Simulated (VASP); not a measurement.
# SnTe (Fm-3m) in VASP: further runs

SnTe is run at these levels: PBEsol; tasks: single point, relaxation of cell and atoms.

Everything below comes from runs of VASP 6.6.1. Logs are shortened: lines on timing, memory, paths and dates and some standing lists are left out, and cuts for length are marked.

**Experimental background.**

From a printed reference work, textbook, for a bulk crystal of SnTe at 300 K: band gap 0.18 eV (direct).

How close the calculation comes is told below.

## (1) The cell of the first run

It takes space group Fm-3m (No. 225, cubic). The conventional cell has a = 6.288 Å, b = 6.288 Å, c = 6.288 Å, α = 90.00°, β = 90.00°, γ = 90.00°. Within 4.1 Å of Sn (site symmetry m-3m) lie 6 Te at 3.14 Å. Within 4.1 Å of Te (site symmetry m-3m) lie 6 Sn at 3.14 Å.

## (2) Single point, PBEsol

Contents of INCAR:

```
SYSTEM = SnTe
  PREC = Accurate
  ENCUT = 520
  EDIFF = 1E-6
  ISMEAR = -1
  SIGMA = 0.1
  LREAL = .False.
  LASPH = .True.
  NELM = 100
  ALGO = Normal
  ISIF = 2
  LWAVE = .False.
  LCHARG = .False.
  GGA = PS
  NBANDS = 17
```

Contents of KPOINTS:

```
Automatic mesh
0
Gamma
  10 10 10
  0 0 0
```

Contents of POSCAR:

```
SnTe
1.0
    0.0000000000      3.1440039638      3.1440039638
    3.1440039638      0.0000000000      3.1440039638
    3.1440039638      3.1440039638      0.0000000000
Sn Te
1 1
Direct
    0.0000000000      0.0000000000      0.0000000000
    0.5000000000      0.5000000000      0.5000000000
```

Potentials or basis: VASP PAW PBE potentials, release 64 (Sn_d, Te).

Launch:

```
> cat potpaw_PBE.64/Sn_d/POTCAR potpaw_PBE.64/Te/POTCAR > POTCAR
> mpirun -np 1 vasp_std > vasp.out
```

OUTCAR:

```text
SYSTEM = SnTe
   PREC = Accurate
   ENCUT = 520
   EDIFF = 1E-6
   ISMEAR = -1
   LREAL = .False.
   LASPH = .True.
   NELM = 100
   ISIF = 2
   GGA = PS

 ion  position               nearest neighbor table
   1  0.000  0.000  0.000-   2 3.14   2 3.14   2 3.14   2 3.14   2 3.14   2 3.14
   2  0.500  0.500  0.500-   1 3.14   1 3.14   1 3.14   1 3.14   1 3.14   1 3.14

  LATTYP: Found a face centered cubic cell.
 ALAT       =     6.2880079276

  Lattice vectors:

 A1 = (   0.0000000000,   3.1440039638,   3.1440039638)
 A2 = (   3.1440039638,   0.0000000000,   3.1440039638)
 A3 = (   3.1440039638,   3.1440039638,   0.0000000000)

Analysis of symmetry for initial positions (statically):
=====================================================================
 Subroutine PRICEL returns:
 Original cell was already a primitive cell.

 Routine SETGRP: Setting up the symmetry group for a
 face centered cubic supercell.

 Subroutine GETGRP returns: Found 48 space group operations
 (whereof 48 operations were pure point group operations)
 out of a pool of 48 trial point group operations.

The static configuration has the point symmetry O_h .

Analysis of symmetry for dynamics (positions and initial velocities):
=====================================================================
 Subroutine PRICEL returns:
 Original cell was already a primitive cell.

 Routine SETGRP: Setting up the symmetry group for a
 face centered cubic supercell.

 Subroutine GETGRP returns: Found 48 space group operations
 (whereof 48 operations were pure point group operations)
 out of a pool of 48 trial point group operations.

The dynamic configuration has the point symmetry O_h .

 Subroutine INISYM returns: Found 48 space group operations
 (whereof 48 operations are pure point group operations),
 and found     1 'primitive' translations

----------------------------------------------------------------------------------------

                                     Primitive cell

  volume of cell :      62.1555

  direct lattice vectors                    reciprocal lattice vectors
     0.000000000  3.144003964  3.144003964    -0.159032878  0.159032878  0.159032878
     3.144003964  0.000000000  3.144003964     0.159032878 -0.159032878  0.159032878
     3.144003964  3.144003964  0.000000000     0.159032878  0.159032878 -0.159032878

  length of vectors
     4.446293046  4.446293046  4.446293046     0.275453025  0.275453025  0.275453025

  position of ions in fractional coordinates (direct lattice)
     0.000000000  0.000000000  0.000000000
     0.500000000  0.500000000  0.500000000

  ion indices of the primitive-cell ions
   primitive index   ion index
                 1           1
                 2           2

----------------------------------------------------------------------------------------

 KPOINTS: Automatic mesh

Automatic generation of k-mesh.
 Grid dimensions read from file:
 generate k-points for:   10   10   10

 Generating k-lattice:

  Cartesian coordinates                     Fractional coordinates (reciprocal lattice)
    -0.015903288  0.015903288  0.015903288     0.100000000  0.000000000  0.000000000
     0.015903288 -0.015903288  0.015903288     0.000000000  0.100000000  0.000000000
     0.015903288  0.015903288 -0.015903288     0.000000000  0.000000000  0.100000000

  Length of vectors
     0.027545303  0.027545303  0.027545303

  Shift w.r.t. Gamma in fractional coordinates (k-lattice)
     0.000000000  0.000000000  0.000000000

 Subroutine IBZKPT returns following result:
 ===========================================

 Found     47 irreducible k-points:

 Following reciprocal coordinates:
            Coordinates               Weight
  0.000000  0.000000  0.000000      1.000000
  0.100000  0.000000  0.000000      8.000000
  0.200000  0.000000  0.000000      8.000000
  0.300000  0.000000  0.000000      8.000000
  0.400000  0.000000  0.000000      8.000000
  0.500000  0.000000  0.000000      4.000000
[... 16 lines left out ...]
  0.300000  0.300000  0.000000      6.000000
  0.400000  0.300000  0.000000     24.000000
 [... further k-points ...]
   k-points           NKPTS =     47   k-points in BZ     NKDIM =     47   number of bands    NBANDS=     17
   number of dos      NEDOS =    301   number of ions     NIONS =      2
   total plane-waves  NPLWV =  46656
   dimension x,y,z NGX =    36 NGY =   36 NGZ =   36
   dimension x,y,z NGXF=    72 NGYF=   72 NGZF=   72
   ions per type =               1   1
   NGX,Y,Z   is equivalent  to a cutoff of  13.46, 13.46, 13.46 a.u.
   NGXF,Y,Z  is equivalent  to a cutoff of  26.92, 26.92, 26.92 a.u.
 SYSTEM =  SnTe
   PREC   = accura    normal or accurate (medium, high low for compatibility)
   ISTART =      0    job   : 0-new  1-cont  2-samecut
   ICHARG =      2    charge: 1-file 2-atom 10-const
   ISPIN  =      1    spin polarized calculation?
   LNONCOLLINEAR =      F non collinear calculations
   LSORBIT =      F    spin-orbit coupling
   LASPH  =      T    aspherical Exc in radial PAW
   ENCUT  =  520.0 eV  38.22 Ry    6.18 a.u.   8.27  8.27  8.27*2*pi/ulx,y,z
   NELM   =    100;   NELMIN=  2; NELMDL= -5     # of ELM steps
   EDIFF  = 0.1E-05   stopping-criterion for ELM
   LREAL  =      F    real-space projection
   EDIFFG = 0.1E-04   stopping-criterion for IOM
   NSW    =      0    number of steps for IOM
   IBRION =     -1    ionic relax: 0-MD 1-quasi-New 2-CG
   NFREE  =      0    steps in history (QN), initial steepest desc. (CG)
   ISIF   =      2    stress and relaxation
   ISYM   =      2    0-nonsym 1-usesym 2-fastsym
   POTIM  = 0.5000    time-step for ionic-motion
   TEBEG  =    0.0;   TEEND  =   0.0 temperature during run
   PSTRESS=    0.0 pullay stress
   NELECT =      20.0000    total number of electrons
   NUPDOWN=      -1.0000    fix difference up-down
   EMIN   =  10.00;   EMAX   =-10.00  energy-range for DOS
   EFERMI =   0.00;   METHOD = LEGACY
   ISMEAR =    -1;   SIGMA  =   0.10  broadening in eV -4-tet -1-fermi 0-gaus
   EFERMI_NEDOS =   21; number of points for ismear=-14 and -15
   IALGO  =     38    algorithm
   IMIX   =      4    mixing-type and parameters
     AMIX     =   0.40;   BMIX     =  1.00
     AMIX_MAG =   1.60;   BMIX_MAG =  1.00
  volume/ion in A,a.u.               =      31.08       209.72
  Fermi-wavevector in a.u.,A,eV,Ry     =   1.121825  2.119942 17.122811  1.258491
  Thomas-Fermi vector in A             =   2.258481
   LORBIT       =      0    0 simple, 1 ext, 2 COOP (PROOUT), +10 PAW based schemes
   GGA     = PS    functional components
   LHFCALC =     F    Hartree Fock is set to
   AEXX    =    0.0000 exact exchange contribution
   IVDW    =     0    specifies the selected vdW correction
   LEPSILON=     F    determine dielectric tensor
   LRPA    =     F    only Hartree local field effects (RPA)
 non-spin polarized calculation
  energy-cutoff  :      520.00
  volume of cell :       62.16
 maximum number of plane-waves:      1695
 NGX is ok and might be reduce to    36
   NGX = 17   NGY = 17   NGZ = 17

 number of electron      19.9999998 magnetization

 Free energy of the ion-electron system (eV)
  ---------------------------------------------------
  ext. energy  EPLUGINS =         0.00000000
  ---------------------------------------------------
  free energy    TOTEN  =        -8.34045619 eV

  energy without entropy =       -8.33535034  energy(sigma->0) =       -8.33790327

 E-fermi :   6.8812     XC(G=0):  -9.6819

 val. band max:        6.8313994030   @ k =   0.5000   0.0000   0.0000
 cond. band min:       6.9925755265   @ k =   0.5000   0.0000   0.0000
 fundamental gap:      0.1611761235
 Fermi energy:         6.8812078896

 k-point     1 :       0.0000    0.0000    0.0000
  band No.  band energies     occupation
      1     -14.8967      2.00000
      2     -14.8967      2.00000
      3     -14.8895      2.00000
      4     -14.8895      2.00000
      5     -14.8895      2.00000
      6      -5.9831      2.00000
[... 9 lines left out ...]
     16      11.5903      0.00000
     17      13.5569      0.00000

 k-point     2 :       0.1000    0.0000    0.0000
  band No.  band energies     occupation
      1     -14.8971      2.00000
      2     -14.8971      2.00000
      3     -14.8893      2.00000
      4     -14.8889      2.00000
      5     -14.8889      2.00000
      6      -5.8974      2.00000
[... 9 lines left out ...]
     16      11.8022      0.00000
     17      14.3104      0.00000

 k-point     3 :       0.2000    0.0000    0.0000
  band No.  band energies     occupation
      1     -14.8984      2.00000
      2     -14.8984      2.00000
      3     -14.8889      2.00000
      4     -14.8872      2.00000
      5     -14.8872      2.00000
      6      -5.6495      2.00000
[... 9 lines left out ...]
     16      12.3897      0.00000
     17      15.8584      0.00000

 k-point     4 :       0.3000    0.0000    0.0000
  band No.  band energies     occupation
      1     -14.9002      2.00000
      2     -14.9002      2.00000
      3     -14.8884      2.00000
      4     -14.8849      2.00000
      5     -14.8849      2.00000
      6      -5.2757      2.00000
[... 9 lines left out ...]
     16      13.3140      0.00000
     17      17.5697      0.00000
[... 343 lines left out ...]
      1     -14.9008      2.00000
      2     -14.9001      2.00000
      3     -14.8878      2.00000
      4     -14.8854      2.00000
      5     -14.8840      2.00000
      6      -5.1546      2.00000
[... 9 lines left out ...]
     16      14.9611      0.00000
     17      15.3912      0.00000

 k-point    23 :       0.3000    0.3000    0.0000
  band No.  band energies     occupation
      1     -14.9083      2.00000
      2     -14.8935      2.00000
      3     -14.8922      2.00000
      4     -14.8821      2.00000
      5     -14.8821      2.00000
      6      -5.0614      2.00000
[... 9 lines left out ...]
     16      15.4418      0.00000
     17      15.4726      0.00000

 k-point    24 :       0.4000    0.3000    0.0000
  band No.  band energies     occupation
      1     -14.9104      2.00000
      2     -14.8936      2.00000
      3     -14.8921      2.00000
      4     -14.8809      2.00000
      5     -14.8805      2.00000
      6      -4.7734      2.00000
[... 9 lines left out ...]
     16      16.0803      0.00000
     17      16.5310      0.00000

 [... further k-points ...]

------------------------ aborting loop because EDIFF is reached ----------------------------------------

  FORCE on cell =-STRESS in cart. coord.  units (eV):
  Direction    XX          YY          ZZ          XY          YZ          ZX
  --------------------------------------------------------------------------------------
  -------------------------------------------------------------------------------------
  Total       -0.0079517     -0.0079517     -0.0079517      0.0000000     -0.0000000     -0.0000000
  in kB       -0.2049698     -0.2049698     -0.2049698      0.0000000     -0.0000000     -0.0000000
  external PRESSURE =      -0.2049698 kB  Pullay stress =       0.0000000 kB

 VOLUME and BASIS-vectors are now :
 -----------------------------------------------------------------------------
  energy-cutoff  :      520.00
  volume of cell :       62.16
      direct lattice vectors                 reciprocal lattice vectors
     0.000000000  3.144003964  3.144003964    -0.159032878  0.159032878  0.159032878
     3.144003964  0.000000000  3.144003964     0.159032878 -0.159032878  0.159032878
     3.144003964  3.144003964  0.000000000     0.159032878  0.159032878 -0.159032878

 POSITION                                       TOTAL-FORCE (eV/Angst)
 -----------------------------------------------------------------------------------
      0.00000      0.00000      0.00000        -0.000000      0.000000      0.000000
      3.14400      3.14400      3.14400         0.000000     -0.000000     -0.000000
 -----------------------------------------------------------------------------------
    total drift:                               -0.000000      0.000000      0.000000

  FREE ENERGIE OF THE ION-ELECTRON SYSTEM (eV)
  ---------------------------------------------------
  free  energy   TOTEN  =        -8.3404561887 eV

  energy  without entropy=       -8.3353503424  energy(sigma->0) =       -8.33790327
```

It took 40 s on 1 thread of Intel Xeon Platinum 8375C at 2.90GHz (Ice Lake), shared host; peak memory 0.22 GiB.

What came out:

```
Free energy            : -8.3405 eV
Pressure               : 0.0 GPa
Band gap on the k mesh : 0.16 eV, direct
```

Caveat: the PAW data sets were made with another functional, which shifts forces and pressure a little; spin-orbit coupling is left out, which moves the levels of the heavy elements. A k mesh can miss the band edges.

## (3) Single point, PBEsol

Contents of INCAR:

```
  PREC = Accurate
  ENCUT = 520
  EDIFF = 1E-7
  ISMEAR = 0
  SIGMA = 0.01
  LREAL = F
  LASPH = T
  NELM = 60
  ALGO = Normal
  ISIF = 2
  LWAVE = F
  LCHARG = F
  GGA = PS
  NBANDS = 17
```

Contents of KPOINTS:

```
Automatic mesh
0
Gamma
  10 10 10
```

Contents of POSCAR:

```
SnTe
1.0
    0.0000000000      3.1440286434      3.1440286434
    3.1440286434      0.0000000000      3.1440286434
    3.1440286434      3.1440286434      0.0000000000
Sn Te
1 1
Direct
    0.0000000000      0.0000000000      0.0000000000
    0.5000000000      0.5000000000      0.5000000000
```

Potentials or basis: VASP PAW PBE potentials, release 64 (Sn_d, Te).

Launch:

```
> cat potpaw_PBE.64/Sn_d/POTCAR potpaw_PBE.64/Te/POTCAR > POTCAR
> mpirun -np 1 vasp_std > vasp.out
```

Wall time 43 s (1 thread of Intel Xeon Platinum 8375C at 2.90GHz (Ice Lake), shared host); peak memory 0.22 GiB.

It converged, with:

```
Free energy            : -8.3390 eV
Pressure               : 0.0 GPa
Band gap on the k mesh : 0.16 eV, direct
```

Levels at points of the mesh, in eV from the valence-band top:
```tsv
k point	band 7	band 8	band 9	band 10	band 11	band 12	band 13	band 14
(0.00, 0.00, 0.00)	-4.63	-2.09	-2.09	-2.09	3.40	3.40	3.40	4.76
(0.50, 0.00, 0.00)	-8.34	-1.76	-1.76	0.00	0.16	0.39	0.39	7.76
(0.50, 0.50, 0.00)	-6.44	-5.59	-3.72	-3.72	2.13	5.00	5.00	6.47
```

Caveat: the PAW data sets were made with another functional, which shifts forces and pressure a little; spin-orbit coupling is left out, which moves the levels of the heavy elements.

(Part 1 of 2 ends here.)
